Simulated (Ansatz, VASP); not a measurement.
# SnTe2 in two plane-wave programs, part 2 of 2

Aim: how closely do two programs agree when they are given the same cell, functional and k mesh? The cell is generated by rule, not measured, and may not be a known phase. The cell is taken from a series of runs on this material, whose earlier steps may have relaxed, scaled, displaced or heated it; both programs get it as it stands.

VASP 6.6.1 and Ansatz 0.2.0.

So far. Step 2 (VASP: single point, PBE, pair 1): The run ends at a pressure of -0.31 GPa, with forces up to 0.22 eV/Å. Step 3 (Ansatz: single point, PBE, pair 1): The run ends at a pressure of -0.30 GPa, with forces up to 0.22 eV/Å.

### 5. VASP: single point, PBE, pair 2

Level of this step: PBE; plane waves and PAW (Sn_d, Te); invented cell (VASP).

A single point gives forces, pressure and levels at one fixed geometry, so differences don't come from the geometry; what else differs is listed under the comparison.

Contents of INCAR:

```
SYSTEM = SnTe2
PREC = Accurate
ENCUT = 500
EDIFF = 1E-06
NELM = 120
ISMEAR = 1
SIGMA = 0.2
LREAL = .FALSE.
ALGO = Normal
GGA = PE
NBANDS = 64
LORBIT = 11
LWAVE = .FALSE.
LCHARG = .FALSE.
ISIF = 2
LASPH = .TRUE.
GGA_COMPAT = .FALSE.
KPAR = 2
```

Contents of POSCAR:

```
SnTe2
1.0
    7.0577214653      0.0000000000      0.0000000000
    0.0000000000      7.0577214653      0.0000000000
    0.0000000000      0.0000000000      8.8481204969
Sn Te
4 8
Direct
    0.0139010384      0.9860989616      0.0000000000
    0.9860989616      0.0139010384      0.5000000000
    0.5139010384      0.5139010384      0.2500000000
    0.4860989616      0.4860989616      0.7500000000
    0.2709283055      0.3332103136      0.0085994402
    0.3332103136      0.2709283055      0.4914005598
    0.6667896864      0.7290716945      0.9914005598
    0.7290716945      0.6667896864      0.5085994402
    0.7709283055      0.1667896864      0.2414005598
    0.8332103136      0.2290716945      0.7585994402
    0.1667896864      0.7709283055      0.2585994402
    0.2290716945      0.8332103136      0.7414005598
```

Contents of KPOINTS:

```
Automatic mesh
0
Gamma
6 6 4
0 0 0
```

The projector-augmented-wave data sets are Sn_d and Te (PBE family, release 64).

The run is started by

```console
$ mpirun -np 2 vasp_std
```

Numbers of over 12 decimals in the logs are rounded to 6 here.

Log:

```text
[... set-up lines as in an earlier step ...]
 entering main loop
       N       E                     dE             d eps       ncg     rms          rms(c)
DAV:   1     0.951370806796E+03    0.95137E+03   -0.42393E+04  3848   0.163E+03
DAV:   2     0.115030037302E+03   -0.83634E+03   -0.81212E+03  4016   0.406E+02
DAV:   3    -0.296996281085E+02   -0.14473E+03   -0.14040E+03  4488   0.172E+02
DAV:   4    -0.398812504211E+02   -0.10182E+02   -0.99909E+01  4480   0.455E+01
[...]
DAV:  11    -0.399283568667E+02   -0.59707E-04   -0.88971E-05  4160   0.329E-02    0.182E-02
DAV:  12    -0.399283653939E+02   -0.85272E-05   -0.14534E-05  4240   0.181E-02    0.106E-02
DAV:  13    -0.399283653460E+02    0.47905E-07   -0.12966E-06  2672   0.631E-03
   1 F= -.39928365E+02 E0= -.39938441E+02  d E =0.302280E-01
```

Parts of OUTCAR (step 5):

```text
  Total       -1.2475674     -1.2475674     -2.0733929      0.0000000     -0.0000000     -0.0000000
  in kB       -4.5351802     -4.5351802     -7.5372363      0.0000000     -0.0000000     -0.0000000
  external PRESSURE =      -5.5358656 kB  Pullay stress =       0.0000000 kB

 POSITION                                       TOTAL-FORCE (eV/Angst)
 -----------------------------------------------------------------------------------
      0.09811      6.95961      0.00000         0.028100     -0.028100      0.000000
      6.95961      0.09811      4.42406        -0.028100      0.028100      0.000000
      3.62697      3.62697      2.21203         0.028100      0.028100      0.000000
      3.43075      3.43075      6.63609        -0.028100     -0.028100      0.000000
      1.91214      2.35171      0.07609        -0.197010      0.088851      0.063336
      2.35171      1.91214      4.34797         0.088851     -0.197010     -0.063336
      4.70602      5.14558      8.77203        -0.088851      0.197010     -0.063336
      5.14558      4.70602      4.50015         0.197010     -0.088851      0.063336
      5.44100      1.17716      2.13594        -0.197010     -0.088851     -0.063336
      5.88057      1.61672      6.71218         0.088851      0.197010      0.063336
      1.17716      5.44100      2.28812        -0.088851     -0.197010      0.063336
      1.61672      5.88057      6.56000         0.197010      0.088851     -0.063336
 -----------------------------------------------------------------------------------
    total drift:                                0.000000     -0.000000      0.000000

  FREE ENERGIE OF THE ION-ELECTRON SYSTEM (eV)
  ---------------------------------------------------
  free  energy   TOTEN  =       -39.9283653460 eV

  energy  without entropy=      -39.9585933126  energy(sigma->0) =      -39.93844133

[... 2 parts as in an earlier step ...]

[... 1 further part left out ...]
[key lines of the parts left out:]
E-fermi :   4.4251
```

The run ends at a pressure of -0.55 GPa, with forces up to 0.23 eV/Å.

### 6. Ansatz: single point, PBE, pair 2

The same cell, functional, mesh and smearing now go to Ansatz, which takes its cutoff from its data sets.

The cell is taken from a series of runs on this material, whose earlier steps may have relaxed, scaled, displaced or heated it; both programs get it as it stands.

Contents of input.yaml:

```yaml
crystal:
  lattice:
    - [7.0577214653, 0.0, 0.0]
    - [0.0, 7.0577214653, 0.0]
    - [0.0, 0.0, 8.8481204969]
  atoms:
    - { symbol: Sn, position: [0.0139010384, -0.0139010384, 0.0] }
    - { symbol: Sn, position: [-0.0139010384, 0.0139010384, 0.5] }
    - { symbol: Sn, position: [0.5139010384, 0.5139010384, 0.25] }
    - { symbol: Sn, position: [0.4860989616, 0.4860989616, 0.75] }
    - { symbol: Te, position: [0.2709283055, 0.3332103136, 0.0085994402] }
    - { symbol: Te, position: [0.3332103136, 0.2709283055, 0.4914005598] }
    - { symbol: Te, position: [0.6667896864, 0.7290716945, -0.0085994402] }
    - { symbol: Te, position: [0.7290716945, 0.6667896864, 0.5085994402] }
    - { symbol: Te, position: [0.7709283055, 0.1667896864, 0.2414005598] }
    - { symbol: Te, position: [0.8332103136, 0.2290716945, 0.7585994402] }
    - { symbol: Te, position: [0.1667896864, 0.7709283055, 0.2585994402] }
    - { symbol: Te, position: [0.2290716945, 0.8332103136, 0.7414005598] }
kpoints:
  mp_grid: { grid: [6, 6, 4] }
hamiltonian:
  xc: pbe
scf:
  occupations: { method: methfessel_paxton, width: 0.2 }
output:
  forces: true
  stress: true
  eigenvalues: true
```

The run is started by

```console
$ ansatz run input.yaml --threads 4 --pin off --max-ram 14336MiB --backend cpu --events-out ev --progress --plain --runs-dir out
```

Log:

```text
[...]
Crystal: 12 atoms, lattice volume = 440.738 Å³
Basis set: ecut = 420 eV, 8609 PW (Γ), exchange–correlation on 96×96×120 points (8 copies of the dense FFT grid, shifted against one another)
Bands: 111, of which v1, the nominal top of the filled ones, is band 92 counted from 1 (91 counted from 0)
Symmetry: 8 space group operations
[...]
k-point 0: bands = [... 88 lower, 6.2924, 6.2924, 6.4293, 6.4293, 7.4146, 7.4373, 7.4373, 7.4691, ... 15 higher]
  k-point 1: bands = [... 88 lower, 6.1180, 6.2205, 6.6625, 6.8513, 7.2345, 7.4445, 7.7617, 7.8819, ... 15 higher]
  k-point 2: bands = [... 88 lower, 6.4905, 6.4905, 6.7525, 6.7525, 7.3177, 7.3177, 8.1484, 8.1484, ... 15 higher]
  k-point 29: bands = [... 88 lower, 6.6941, 6.6941, 6.6941, 6.6941, 7.3669, 7.3669, 7.3669, 7.3669, ... 15 higher]
[key lines of the parts left out:]
SCF converged after 7 iterations
Free energy (F): -79935.911632 eV
Fermi energy:    6.839770 eV
P = ⅓ Tr σ = -0.5376 GPa (-5.376 kbar)
```

The run ends at a pressure of -0.54 GPa, with forces up to 0.23 eV/Å.

### 7. Side by side

What differs besides the data sets and the points named for the pairs above, as far as they apply: the data sets hold 184 valence electrons in Ansatz (on its default PAW (the set named soft_2) files) and 104 in VASP. Total energies have different zeros and are not compared.

Compared:

| quantity | Ansatz | VASP | difference |
| --- | --- | --- | --- |
| pressure (GPa) | -0.54 | -0.55 | +0.02 |

Forces on 10 of the 12 atoms, those with the largest forces and the largest differences (eV/Å; atoms numbered as in POSCAR):

| atom | Ansatz x, y, z | VASP x, y, z |
| --- | --- | --- |
| Sn1 | 0.030, -0.030, 0.000 | 0.028, -0.028, 0.000 |
| Sn2 | -0.030, 0.030, 0.000 | -0.028, 0.028, 0.000 |
| Sn3 | 0.030, 0.030, 0.000 | 0.028, 0.028, 0.000 |
| Te6 | 0.092, -0.197, -0.062 | 0.089, -0.197, -0.063 |
| Te7 | -0.092, 0.197, -0.062 | -0.089, 0.197, -0.063 |
| Te8 | 0.197, -0.092, 0.062 | 0.197, -0.089, 0.063 |
| Te9 | -0.197, -0.092, -0.062 | -0.197, -0.089, -0.063 |
| Te10 | 0.092, 0.197, 0.062 | 0.089, 0.197, 0.063 |
| Te11 | -0.092, -0.197, 0.062 | -0.089, -0.197, 0.063 |
| Te12 | 0.197, 0.092, -0.062 | 0.197, 0.089, -0.063 |

The forces differ by 1.8 meV/Å r.m.s., which is 1.7 % of the r.m.s. force of 0.107 eV/Å (both taken over all components).

### 8. Ansatz: single point, PBE, pair 3

With cell and atoms fixed, the geometry can't cause a difference; cores, projectors, grids and the points listed under the comparison can.

The cell is taken from a series of runs on this material, whose earlier steps may have relaxed, scaled, displaced or heated it; both programs get it as it stands.

Contents of input.yaml:

```yaml
crystal:
  lattice:
    - [7.0577214653, 0.0, 0.0]
    - [0.0, 7.0577214653, 0.0]
    - [0.0, 0.0, 8.8481204969]
  atoms:
    - { symbol: Sn, position: [0.0195483352, -0.0195483352, 0.0] }
    - { symbol: Sn, position: [-0.0195483352, 0.0195483352, 0.5] }
    - { symbol: Sn, position: [0.5195483352, 0.5195483352, 0.25] }
    - { symbol: Sn, position: [0.4804516648, 0.4804516648, 0.75] }
    - { symbol: Te, position: [0.2582772725, 0.3458613466, 0.0120929627] }
    - { symbol: Te, position: [0.3458613466, 0.2582772725, 0.4879070373] }
    - { symbol: Te, position: [0.6541386534, 0.7417227275, -0.0120929627] }
    - { symbol: Te, position: [0.7417227275, 0.6541386534, 0.5120929627] }
    - { symbol: Te, position: [0.7582772725, 0.1541386534, 0.2379070373] }
    - { symbol: Te, position: [0.8458613466, 0.2417227275, 0.7620929627] }
    - { symbol: Te, position: [0.1541386534, 0.7582772725, 0.2620929627] }
    - { symbol: Te, position: [0.2417227275, 0.8458613466, 0.7379070373] }
kpoints:
  mp_grid: { grid: [6, 6, 4] }
hamiltonian:
  xc: pbe
scf:
  occupations: { method: methfessel_paxton, width: 0.2 }
output:
  forces: true
  stress: true
  eigenvalues: true
```

Log:

```text
[...]
Crystal: 12 atoms, lattice volume = 440.738 Å³
Basis set: ecut = 420 eV, 8609 PW (Γ), exchange–correlation on 96×96×120 points (8 copies of the dense FFT grid, shifted against one another)
Bands: 111, of which v1, the nominal top of the filled ones, is band 92 counted from 1 (91 counted from 0)
Symmetry: 8 space group operations
[...]
k-point 0: bands = [... 88 lower, 6.1178, 6.1178, 6.5097, 6.5097, 7.4332, 7.4868, 7.5805, 7.5805, ... 15 higher]
  k-point 1: bands = [... 88 lower, 6.0786, 6.1725, 6.5529, 7.0658, 7.2109, 7.7196, 7.7509, 7.8198, ... 15 higher]
  k-point 2: bands = [... 88 lower, 6.4635, 6.4635, 6.6713, 6.6713, 7.6078, 7.6078, 7.9667, 7.9667, ... 15 higher]
  k-point 29: bands = [... 88 lower, 6.8310, 6.8310, 6.8310, 6.8310, 7.3099, 7.3099, 7.3099, 7.3099, ... 15 higher]
[key lines of the parts left out:]
SCF converged after 6 iterations
Free energy (F): -79936.098821 eV
Fermi energy:    6.899721 eV
P = ⅓ Tr σ = -0.8983 GPa (-8.983 kbar)
```

The run ends at a pressure of -0.90 GPa, with forces up to 0.19 eV/Å.

### 9. VASP: single point, PBE, pair 3

The same cell, functional, mesh and smearing now go to VASP, with its own data sets.

INCAR is that of step 5.

Contents of POSCAR:

```
SnTe2
1.0
    7.0577214653      0.0000000000      0.0000000000
    0.0000000000      7.0577214653      0.0000000000
    0.0000000000      0.0000000000      8.8481204969
Sn Te
4 8
Direct
    0.0195483352      0.9804516648      0.0000000000
    0.9804516648      0.0195483352      0.5000000000
    0.5195483352      0.5195483352      0.2500000000
    0.4804516648      0.4804516648      0.7500000000
    0.2582772725      0.3458613466      0.0120929627
    0.3458613466      0.2582772725      0.4879070373
    0.6541386534      0.7417227275      0.9879070373
    0.7417227275      0.6541386534      0.5120929627
    0.7582772725      0.1541386534      0.2379070373
    0.8458613466      0.2417227275      0.7620929627
    0.1541386534      0.7582772725      0.2620929627
    0.2417227275      0.8458613466      0.7379070373
```

KPOINTS is that of step 5.

The run is started by

```console
$ mpirun -np 2 vasp_std
```

Log:

```text
[... set-up lines as in an earlier step ...]
 entering main loop
       N       E                     dE             d eps       ncg     rms          rms(c)
DAV:   1     0.955867090016E+03    0.95587E+03   -0.42123E+04  3840   0.164E+03
DAV:   2     0.118907625788E+03   -0.83696E+03   -0.81336E+03  3960   0.408E+02
DAV:   3    -0.291148434331E+02   -0.14802E+03   -0.14334E+03  4432   0.172E+02
DAV:   4    -0.399820283492E+02   -0.10867E+02   -0.10649E+02  4496   0.462E+01
[...]
DAV:  11    -0.401139564447E+02   -0.56571E-04   -0.78305E-05  4040   0.302E-02    0.185E-02
DAV:  12    -0.401139629031E+02   -0.64584E-05   -0.84048E-06  3944   0.137E-02    0.100E-02
DAV:  13    -0.401139632831E+02   -0.37997E-06   -0.10737E-06  2656   0.571E-03
   1 F= -.40113963E+02 E0= -.40122806E+02  d E =0.265296E-01
```

From OUTCAR (step 9):

```text
  Total       -2.1206037     -2.1206037     -3.2960068      0.0000000      0.0000000     -0.0000000
  in kB       -7.7088579     -7.7088579    -11.9817050      0.0000000      0.0000000     -0.0000000
  external PRESSURE =      -9.1331403 kB  Pullay stress =       0.0000000 kB

 POSITION                                       TOTAL-FORCE (eV/Angst)
 -----------------------------------------------------------------------------------
      0.13797      6.91975      0.00000        -0.039102      0.039102      0.000000
      6.91975      0.13797      4.42406         0.039102     -0.039102      0.000000
      3.66683      3.66683      2.21203        -0.039102     -0.039102     -0.000000
      3.39089      3.39089      6.63609         0.039102      0.039102      0.000000
      1.82285      2.44099      0.10700        -0.180804     -0.004440      0.062627
      2.44099      1.82285      4.31706        -0.004440     -0.180804     -0.062627
      4.61673      5.23487      8.74112         0.004440      0.180804     -0.062627
      5.23487      4.61673      4.53106         0.180804      0.004440      0.062627
      5.35171      1.08787      2.10503        -0.180804      0.004440     -0.062627
      5.96985      1.70601      6.74309        -0.004440      0.180804      0.062627
      1.08787      5.35171      2.31903         0.004440     -0.180804      0.062627
      1.70601      5.96985      6.52909         0.180804     -0.004440     -0.062627
 -----------------------------------------------------------------------------------
    total drift:                               -0.000000      0.000000      0.000000

  FREE ENERGIE OF THE ION-ELECTRON SYSTEM (eV)
  ---------------------------------------------------
  free  energy   TOTEN  =       -40.1139632831 eV

  energy  without entropy=      -40.1404928749  energy(sigma->0) =      -40.12280648

[... 2 parts as in an earlier step ...]

[... 1 further part left out ...]
[key lines of the parts left out:]
E-fermi :   4.4841
```

The run ends at a pressure of -0.91 GPa, with forces up to 0.19 eV/Å.

### 10. Differences

What differs besides the data sets and the points named for the pairs above, as far as they apply: the data sets hold 184 valence electrons in Ansatz (on its default PAW (the set named soft_2) files) and 104 in VASP. Total energies have different zeros and are not compared.

Compared:

| quantity | Ansatz | VASP | difference |
| --- | --- | --- | --- |
| pressure (GPa) | -0.90 | -0.91 | +0.02 |

Forces on 10 of the 12 atoms, those with the largest forces and the largest differences (eV/Å; atoms numbered as in POSCAR):

| atom | Ansatz x, y, z | VASP x, y, z |
| --- | --- | --- |
| Sn1 | -0.037, 0.037, 0.000 | -0.039, 0.039, 0.000 |
| Sn2 | 0.037, -0.037, 0.000 | 0.039, -0.039, 0.000 |
| Sn3 | -0.037, -0.037, 0.000 | -0.039, -0.039, 0.000 |
| Te5 | -0.180, -0.003, 0.061 | -0.181, -0.004, 0.063 |
| Te6 | -0.003, -0.180, -0.061 | -0.004, -0.181, -0.063 |
| Te7 | 0.003, 0.180, -0.061 | 0.004, 0.181, -0.063 |
| Te8 | 0.180, 0.003, 0.061 | 0.181, 0.004, 0.063 |
| Te10 | -0.003, 0.180, 0.061 | -0.004, 0.181, 0.063 |
| Te11 | 0.003, -0.180, 0.061 | 0.004, -0.181, 0.063 |
| Te12 | 0.180, -0.003, -0.061 | 0.181, -0.004, -0.063 |

The forces differ by 1.4 meV/Å r.m.s., which is 1.5 % of the r.m.s. force of 0.092 eV/Å (both taken over all components).

### 11. What came out

```yaml
r_m_s_force_difference_single_point_pbe_pair_1: 1.9 meV/Å
r_m_s_force_difference_single_point_pbe_pair_2: 1.8 meV/Å
r_m_s_force_difference_single_point_pbe_pair_3: 1.4 meV/Å
```

What this shows: The r.m.s. force difference is 1.9 meV/Å (single point, PBE, pair 1), within the 12 meV/Å picked in this series as the mark of a large difference. The data sets hold unlike numbers of valence electrons (184 in Ansatz and 104 in VASP), so part of the differences comes from the potentials. Such differences can come from data sets, numerical settings and the points named under the comparisons, not from the functional's error against experiment.

[Lines on the potential files, build, host, timing and source positions are cut from VASP's logs without a mark.]

[Logs are printed without paths, hosts, clocks, repeated set-up lines and the standing remarks that a program may print on its own settings, such as how far it seeks lower states.]

[Hosts, paths, dates, database ids (printed as entryN), source tags and the programs' standing remarks are cut or masked in the printed files.]
